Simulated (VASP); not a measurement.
# VH2 (Fm-3m) in VASP: notebook, part 2 of 2

VASP 6.6.1.

### 5 Single point, PBEsol, collinear spin, ferromagnetic start

Contents of INCAR:

```
PREC     = Accurate       # precision mode
ENCUT    = 400            # plane-wave cutoff, eV
EDIFF    = 1E-6           # SCF threshold, eV
ISMEAR   = 0              # smearing method
SIGMA    = 0.05           # smearing width, eV
LREAL    = F              # projectors in reciprocal space
LASPH    = T              # aspherical terms in the spheres
NELM     = 100            # most SCF steps
ALGO     = Normal         # electronic algorithm
ISIF     = 2              # what is computed and relaxed
LWAVE    = F              # write WAVECAR
LCHARG   = F              # write CHGCAR
ISPIN    = 2              # spin polarisation
MAGMOM   = 2 0 0          # initial moments
LORBIT   = 11             # projections on sites
LMAXMIX  = 4              # l up to which the mixer works
GGA      = PS             # functional
NBANDS   = 18             # bands
ADDGRID  = F
```

Contents of KPOINTS:

```
Automatic mesh
0
Gamma
  4 4 4
```

Contents of POSCAR:

```
VH2
1.0
    0.0000000000      2.1355000000      2.1355000000
    2.1355000000      0.0000000000      2.1355000000
    2.1355000000      2.1355000000      0.0000000000
V H
1 2
Direct
    0.0461010000     -0.0262600000     -0.0131470000
    0.7548850000      0.7642400000      0.7593950000
    0.2340980000      0.2684520000      0.2434820000
```

Potentials or basis: VASP PAW PBE potentials, release 64 (V_sv, H).

Started as:

```console
> cat potpaw_PBE.64/V_sv/POTCAR potpaw_PBE.64/H/POTCAR > POTCAR
> mpirun -np 1 vasp_std > vasp.out
```

OUTCAR:

```text
PREC = Accurate
   ENCUT = 400
   EDIFF = 1E-6
   ISMEAR = 0
   LREAL = F
   LASPH = T
   NELM = 100
   ISIF = 2
   ISPIN = 2
   LORBIT = 11
   GGA = PS

 Found     36 irreducible k-points:

 Following reciprocal coordinates:
            Coordinates               Weight
  0.000000  0.000000  0.000000      1.000000
  0.250000  0.000000  0.000000      2.000000
  0.000000  0.250000  0.000000      2.000000
  0.000000  0.000000  0.250000      2.000000
  0.250000  0.250000  0.250000      2.000000
  0.500000  0.000000  0.000000      1.000000
   k-points           NKPTS =     36   k-points in BZ     NKDIM =     36   number of bands    NBANDS=     18
[... 346 lines left out ...]
  volume of cell :       19.48
      direct lattice vectors                 reciprocal lattice vectors
     0.000000000  2.135500000  2.135500000    -0.234137204  0.234137204  0.234137204
     2.135500000  0.000000000  2.135500000     0.234137204 -0.234137204  0.234137204
     2.135500000  2.135500000  0.000000000     0.234137204  0.234137204 -0.234137204

 POSITION                                       TOTAL-FORCE (eV/Angst)
 -----------------------------------------------------------------------------------
      4.18685      2.20587      2.17787         0.977213     -0.637176     -0.041735
      3.25372      3.23374      3.24409        -0.585790      0.132244      0.080227
      1.09324      1.01987      1.07320        -0.391424      0.504933     -0.038492
 -----------------------------------------------------------------------------------
    total drift:                               -0.000182      0.000077     -0.000183

  FREE ENERGIE OF THE ION-ELECTRON SYSTEM (eV)
  ---------------------------------------------------
  free  energy   TOTEN  =       -16.8296974440 eV

  energy  without entropy=      -16.8253179813  energy(sigma->0) =      -16.82750771

 total charge

# of ion       s       p       d       tot
------------------------------------------
    1        2.213   6.221   3.168  11.601
    2        0.567   0.025   0.000   0.592
    3        0.568   0.025   0.000   0.592
--------------------------------------------------
tot          3.348   6.270   3.168  12.786

 magnetization (x)

# of ion       s       p       d       tot
------------------------------------------
    1        0.002   0.005   0.548   0.556
    2       -0.008   0.003   0.000  -0.005
    3       -0.008   0.003   0.000  -0.005
--------------------------------------------------
tot         -0.013   0.011   0.548   0.546
```

OSZICAR:

```text
N       E                     dE             d eps       ncg     rms          rms(c)
DAV:   1     0.899780929773E+02    0.89978E+02   -0.63242E+03  2608   0.727E+02
DAV:   2    -0.169155591489E+02   -0.10689E+03   -0.10160E+03  2668   0.247E+02
DAV:   3    -0.190817413325E+02   -0.21662E+01   -0.21514E+01  2854   0.382E+01
DAV:   4    -0.190898495806E+02   -0.81082E-02   -0.81077E-02  2934   0.251E+00
DAV:   5    -0.190899028577E+02   -0.53277E-04   -0.53277E-04  2778   0.190E-01    0.245E+01
DAV:   6    -0.168483684651E+02    0.22415E+01   -0.27663E+00  2662   0.282E+01    0.381E+00
DAV:   7    -0.168400407843E+02    0.83277E-02   -0.30116E-01  2694   0.476E+00    0.311E+00
DAV:   8    -0.168251846868E+02    0.14856E-01   -0.21839E-02  2770   0.150E+00    0.195E+00
DAV:   9    -0.168290970137E+02   -0.39123E-02   -0.35792E-03  2778   0.561E-01    0.400E-01
DAV:  10    -0.168295105070E+02   -0.41349E-03   -0.10436E-03  2688   0.323E-01    0.205E-01
DAV:  11    -0.168296951022E+02   -0.18460E-03   -0.16671E-04  2716   0.141E-01    0.417E-02
DAV:  12    -0.168296993981E+02   -0.42959E-05   -0.88905E-06  2812   0.326E-02    0.178E-02
DAV:  13    -0.168296971651E+02    0.22330E-05   -0.21330E-06  2386   0.181E-02    0.130E-02
DAV:  14    -0.168296974440E+02   -0.27896E-06   -0.71158E-07  2070   0.823E-03
   1 F= -.16829697E+02 E0= -.16827508E+02  d E =-.437946E-02  mag=     0.5937
```

Run time: 8.6 s. Hardware: 1 thread of AMD EPYC 9R45 (Zen 5), shared host; peak memory 0.11 GiB.

These settings aren't checked as converged: the numbers below hold their error.

What came out:

```yaml
Free_energy: -16.8297 eV
Pressure: -10.6 GPa
Largest_force: 1.167 eV/Å
Band_gap_on_the_k_mesh: none (metal or under the smearing width)
Net_moment: 0.59 μB per cell
Site_moments: V +0.56; H -0.01 μB
Valence_electrons_inside_the_program's_atomic_spheres: V 11.60; H 0.59
```

Caveat: the k mesh is coarse (spacing up to 0.64 Å⁻¹), so the values aren't converged; the PAW data sets were made with another functional, which shifts forces and pressure a little.

### 6 Single point, PBEsol, collinear spin, ferromagnetic start

INCAR, as its differences from that of step 5:

```diff
@@ -4,3 +4,3 @@
 ISMEAR   = 0              # smearing method
-SIGMA    = 0.05           # smearing width, eV
+SIGMA    = 0.5            # smearing width, eV
 LREAL    = F              # projectors in reciprocal space
```

KPOINTS is that of step 5.

Contents of POSCAR:

```
VH2
1.0
    0.0000000000      2.1355000000      2.1355000000
    2.1355000000      0.0000000000      2.1355000000
    2.1355000000      2.1355000000      0.0000000000
V H
1 2
Direct
    0.0000000000      0.0000000000      0.0000000000
    0.7500000000      0.7500000000      0.7500000000
    0.2500000000      0.2500000000      0.2500000000
```

Potentials or basis: VASP PAW PBE potentials, release 64 (V_sv, H).

Started as:

```console
> cat potpaw_PBE.64/V_sv/POTCAR potpaw_PBE.64/H/POTCAR > POTCAR
> mpirun -np 1 vasp_std > vasp.out
```

Run time: 4 s. Hardware: 1 thread of AMD EPYC 9R45 (Zen 5), shared host; peak memory 0.1 GiB.

The run converged, but some of its settings lie outside the range that counts as converged, so its numbers aren't taken as properties of the crystal.

What came out:

```
Free energy                                           : -17.0638 eV
Pressure                                              : -11.6 GPa
Band gap on the k mesh                                : none (metal or under the smearing width)
Net moment                                            : 0.00 μB per cell
Valence electrons inside the program's atomic spheres : V 11.59; H 0.59
```

Caveat: the k mesh is coarse (spacing up to 0.64 Å⁻¹), so the values aren't converged; the PAW data sets were made with another functional, which shifts forces and pressure a little.
